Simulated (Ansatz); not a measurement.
A plane-wave DFT run in Ansatz 0.2.0 (scalar-relativistic PAW potentials unless the input names others): input and command.

```yaml
crystal:
  lattice:
    - [0.0, 3.07984475, 3.07984475]
    - [3.07984475, 0.0, 3.07984475]
    - [3.07984475, 3.07984475, 0.0]
  atoms:
    - { symbol: Cd, position: [0.0, 0.0, 0.0] }
    - { symbol: Te, position: [0.75, 0.75, 0.75] }
basis:
  ecutwfc: 420
  precision: f64
kpoints:
  mp_grid: { grid: [8, 8, 8] }
hamiltonian:
  xc: pbe
  dispersion: d3bjatm
scf:
  occupations: { method: gaussian, width: 0.02 }
  eigensolver: { kind: davidson }
output:
  forces: true
  eigenvalues: true
  stress: true
```

```bash
ansatz run input.yaml --threads 1 --pin off --max-ram 1331MiB --backend cpu --events-out ev --progress --plain --runs-dir out
```

Abridged log:
```
Basis set: ecut = 420 eV, 1139 PW (Γ), exchange–correlation on 60×60×60 points (8 copies of the dense FFT grid, shifted against one another)
Bands: 22, of which v1, the nominal top of the filled ones, is band 18 counted from 1 (17 counted from 0)
Symmetry: 24 space group operations
k-points: 29 of 512 (time reversal used)
SCF iter   1: F=—  HF=-15235.655525 eV  |F-HF|=—  |Δ(HF+E_count)|=         —  Δρ=1.10e-3  dr2=1.52e-3  ethr=1.77e-3  ⟨swp⟩=8.0  Hψ=2746  notcnv=0
SCF iter   2: F=—  HF=-15235.655378 eV  |F-HF|=—  |Δ(HF+E_count)|=   1.46e-4  Δρ=4.06e-4  dr2=9.85e-5  ethr=2.69e-7  ⟨swp⟩=2.3  Hψ=3112  notcnv=0  defer=3
SCF iter   3: F=—  HF=-15235.655389 eV  |F-HF|=—  |Δ(HF+E_count)|=   1.10e-5  Δρ=1.85e-4  dr2=1.83e-5  ethr=2.69e-7  ⟨swp⟩=4.0  Hψ=1417  notcnv=0
automatic band count: iteration 3 solves 21 bands in place of 22: the levels show a gap, and the empty bands left out lie too high to hold charge; the band table lists the bands solved (type scf.n_extra_bands for more)
SCF iter   4: F=—  HF=-15235.655400 eV  |F-HF|=—  |Δ(HF+E_count)|=   1.09e-5  Δρ=5.74e-5  dr2=1.45e-6  ethr=5.09e-8  ⟨swp⟩=3.0  Hψ=1396  notcnv=0
SCF iter   5: F=-15235.655404 eV  HF=-15235.655403 eV  |F-HF|=2.80e-7  |Δ(HF+E_count)|=   3.06e-6  Δρ=1.59e-5  dr2=8.51e-8  ethr=4.03e-9  ⟨swp⟩=3.0  Hψ=1392  notcnv=0
SCF iter   6: F=-15235.655404 eV  HF=-15235.655404 eV  |F-HF|=3.93e-9  |Δ(HF+E_count)|=   3.31e-7  Δρ=2.42e-6  dr2=2.19e-9  ethr=2.36e-10  ⟨swp⟩=3.8  Hψ=1410  notcnv=0
SCF 1 converged in 6 iterations: F = -15235.655404 eV  dr2 = 2.19e-9
  Residual-converged pass: ⟨swp⟩=3.1  Hψ=1362  notcnv=0  max |occ|·‖R‖ = 6.5e-6 eV (tolerance 6.7e-6 eV) dr2=2.25e-9  dr2_onsite=1.19e-9  max |Δocc| = 0.0e0
SCF converged after 6 iterations
Free energy (F): -15235.655404 eV
Harris-Foulkes:  -15235.655404 eV  (|F-HF|=3.93e-9)
Internal energy: -15235.655404 eV  (E = F + TS)
E sigma→0 (E₀):  -15235.655404 eV
Fermi energy:    10.454220 eV
  E_disp       = -0.767872  (pairwise vdW)
--- Forces (eV/Å), atoms counted from 1 ---
  atom   1  Cd     0.00000000     0.00000000     0.00000000
  atom   2  Te     0.00000000     0.00000000     0.00000000
--- Stress (GPa, compression-positive) ---
       10.390446       0.000000       0.000000
        0.000000      10.390446       0.000000
        0.000000       0.000000      10.390446
  P = ⅓ Tr σ = 10.3904 GPa (103.904 kbar)
```

Apart from outputs and empty bands, the input differs from a reference run on usual settings in hamiltonian.dispersion: not typed → "d3bjatm"; scf.eigensolver.kind: not typed → "davidson"; basis.precision: not typed → "f64". The reference, at the same geometry (not necessarily relaxed), gave pressure 12.65 GPa, largest force 0.000 eV/Å, gap on the mesh 1.24 eV. This run converged in 6 SCF iterations (reference: 6) with an energy at zero smearing 384 meV/atom below the reference's (the Hamiltonian itself differs), pressure 10.39 GPa, largest force 0.000 eV/Å, gap on the mesh 1.24 eV.